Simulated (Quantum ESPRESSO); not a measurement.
Set up this calculation in Quantum ESPRESSO 7.5, as the native input.

* Task: real-space fields
* Functional: vdW-DF3-opt2
* Potentials or basis: PseudoDojo 0.4.1 SR PBEsol standard
* Cutoff: 1116 eV
* Density cutoff: 4463 eV
* k mesh: 13 × 13 × 13
* Occupations: fermi-dirac, width 0.05 eV
* Spin: no spin polarisation
* Mixing beta: 0.5
* Most SCF iterations: 120
* SCF threshold: 4e-10 Ry

Crystal: C.

```
CELL_PARAMETERS angstrom
0.00000 1.78337 1.78337
1.78337 0.00000 1.78337
1.78337 1.78337 0.00000
ATOMIC_POSITIONS crystal
C 0.80834 0.78204 0.64001
C 0.53697 0.53932 0.47389
```

This isn't the form of C at room conditions, which is graphite.

The cell isn't the ideal one: atoms moved at random, drawn with an rms of 0.15 Å.

These files were run (other wordings do the same):

pw.in

```
&CONTROL
  calculation = 'scf'
  prefix = 'pwscf'
  outdir = './tmp'
  pseudo_dir = './pseudo'
  tprnfor = .true.
  tstress = .true.
  disk_io = 'low'
/
&SYSTEM
  ibrav = 0
  nat = 2
  ntyp = 1
  ecutwfc = 82
  nbnd = 9
  input_dft = 'vdw-df3-opt2'
  occupations = 'smearing'
  smearing = 'fd'
  degauss = 0.00367493
/
&ELECTRONS
  conv_thr = 4d-10
  electron_maxstep = 120
  mixing_beta = 0.5
/
ATOMIC_SPECIES
C     12.0110 C.upf
CELL_PARAMETERS angstrom
   0.0000000000    1.7833700000    1.7833700000
   1.7833700000    0.0000000000    1.7833700000
   1.7833700000    1.7833700000    0.0000000000
ATOMIC_POSITIONS crystal
C      0.8083370000    0.7820370000    0.6400090000
C      0.5369730000    0.5393190000    0.4738860000
K_POINTS automatic
13 13 13 0 0 0
```

pp_density.in

```
&INPUTPP
  prefix = 'pwscf'
  outdir = './tmp'
  filplot = 'density.dat'
  plot_num = 0
/
&PLOT
  nfile = 1
  filepp(1) = 'density.dat'
  iflag = 3
  output_format = 6
  fileout = 'density.cube'
/
```

pp_potential.in

```
&INPUTPP
  prefix = 'pwscf'
  outdir = './tmp'
  filplot = 'potential.dat'
  plot_num = 11
/
&PLOT
  nfile = 1
  filepp(1) = 'potential.dat'
  iflag = 3
  output_format = 6
  fileout = 'potential.cube'
/
```

pp_elf.in

```
&INPUTPP
  prefix = 'pwscf'
  outdir = './tmp'
  filplot = 'elf.dat'
  plot_num = 8
/
&PLOT
  nfile = 1
  filepp(1) = 'elf.dat'
  iflag = 3
  output_format = 6
  fileout = 'elf.cube'
/
```

pp_potential_ks.in

```
&INPUTPP
  prefix = 'pwscf'
  outdir = './tmp'
  filplot = 'potential_ks.dat'
  plot_num = 1
/
&PLOT
  nfile = 1
  filepp(1) = 'potential_ks.dat'
  iflag = 3
  output_format = 6
  fileout = 'potential_ks.cube'
/
```

Potentials or basis: PseudoDojo 0.4.1 SR PBEsol standard.

Run with:

```bash
$ OMP_NUM_THREADS=1 pw.x -in pw.in > pw.out
$ OMP_NUM_THREADS=1 pp.x -in pp_density.in > pp_density.out
$ OMP_NUM_THREADS=1 pp.x -in pp_potential.in > pp_potential.out
$ OMP_NUM_THREADS=1 pp.x -in pp_elf.in > pp_elf.out
$ OMP_NUM_THREADS=1 pp.x -in pp_potential_ks.in > pp_potential_ks.out
```

Results of the run:

```json
{
  "Pressure": "14.9 GPa",
  "Largest force": "6.565 eV/Å",
  "Band gap on the k mesh": "0.23 eV, direct"
}
```

Caveat: the potentials were made for another functional, which shifts forces and pressure; an odd mesh through Γ misses points on the zone boundary, where band edges often lie.

Wall time 7.3 min on 1 thread of Intel(R) Xeon(R) CPU @ 2.60GHz (Ice Lake), with other jobs on the host, peak memory 0.2 GiB.
